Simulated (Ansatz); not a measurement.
Which metal conducts best in a thin wire?

Plane-wave DFT in Ansatz, PBEsol, scalar-relativistic PAW potentials, cutoff 420 eV, no spin-orbit coupling; no spin polarisation. Relaxed crystals; Boltzmann transport at 300 K with one relaxation time τ for all states, on bands interpolated from the mesh shown (Fermi–Dirac smearing 0.15 eV in the self-consistent run).

| metal | k mesh | σ/τ xx, yy, zz (10²⁰ Ω⁻¹ m⁻¹ s⁻¹) | N(E_F) (states eV⁻¹ nm⁻³, both spins) |
| --- | --- | --- | --- |
| Zr₃O (P6_322) | 6×6×8 | 0.78, 0.78, 2.27 | 50.7 |
| Al (Fm-3m) | 20×20×20 | 31.58, 31.58, 31.58 | 25.0 |
| Rh (Fm-3m) | 20×20×20 | 21.24, 21.24, 21.24 | 91.7 |
| Ru (P6_3/mmc) | 18×18×10 | 14.94, 14.94, 18.74 | 58.6 |
| TaC (Fm-3m) | 16×16×16 | 14.07, 14.07, 14.07 | 28.2 |
| Ti (P6_3/mmc) | 18×18×10 | 3.12, 3.12, 3.25 | 53.8 |

Problem. Get the Fermi velocity and ρλ of each, along its best-conducting axis, without knowing τ.

Solution. The trace of σ/τ is e²N(E_F)⟨v²⟩, which gives the root mean square velocity. With ρ = 1/((σ/τ)τ) and λ = vτ the time drops out: ρλ = v/(σ/τ).
```tsv
metal	v (10⁵ m/s)	ρλ (10⁻¹⁶ Ω m²)
Rh (Fm-3m)	6.59	3.1
Ru (P6_3/mmc)	7.20	3.8
Al (Fm-3m)	15.37	4.9
TaC (Fm-3m)	9.66	6.9
Zr₃O (P6_322)	2.17	9.6
Ti (P6_3/mmc)	3.32	10.2
```

ρλ measures the inverse of the Fermi surface's area in k space (1/(ρλ) = e²S_F/(12π³ħ) for an isotropic metal), not the velocity: slow d electrons on a large surface can match fast s electrons. Copper's value in the literature is about 6.7×10⁻¹⁶ Ω m².

Problem. How much resistivity do surfaces and grain boundaries add in a square wire 10 nm wide, with diffuse surfaces, grains as wide as the wire and a reflection coefficient of 0.3?

Solution. In the common approximations to Fuchs–Sondheimer and Mayadas–Shatzkes, Δρ = ρλ [3(1 − p)/(4d) + 3R/(2D(1 − R))], with specularity p = 0, R = 0.3, and width d and grain size D both 10 nm, so Δρ = ρλ × 1.39×10⁸ m⁻¹: Rh (Fm-3m) 4.3 μΩ cm, Ru (P6_3/mmc) 5.3 μΩ cm, Al (Fm-3m) 6.8 μΩ cm, TaC (Fm-3m) 9.6 μΩ cm, Zr₃O (P6_322) 13.3 μΩ cm, Ti (P6_3/mmc) 14.2 μΩ cm. The rise is smallest in Rh (Fm-3m). The wire's resistivity is this plus the bulk value, which needs phonon and disorder scattering and wasn't computed, so a small ρλ is needed but not enough: a wire metal must also be stable, stay ordered and resist electromigration and oxidation. One τ for all states gives, as a rule, a lower ρλ than one λ would, by some tens of per cent where velocities vary over the Fermi surface, which flatters d metals against copper, and the values hang on the mesh; the best axis of an anisotropic metal needs oriented grains, and the mean velocity understates λ along it.

Spin-orbit coupling, left out, matters for the members with heavy elements.

Cost: about 71 core-minutes for the runs cited, on Arm Neoverse V2, Intel Xeon Platinum 8175M (Skylake/Cascade Lake), AMD EPYC 7R43 (Zen 3) and other processors (shared hosts).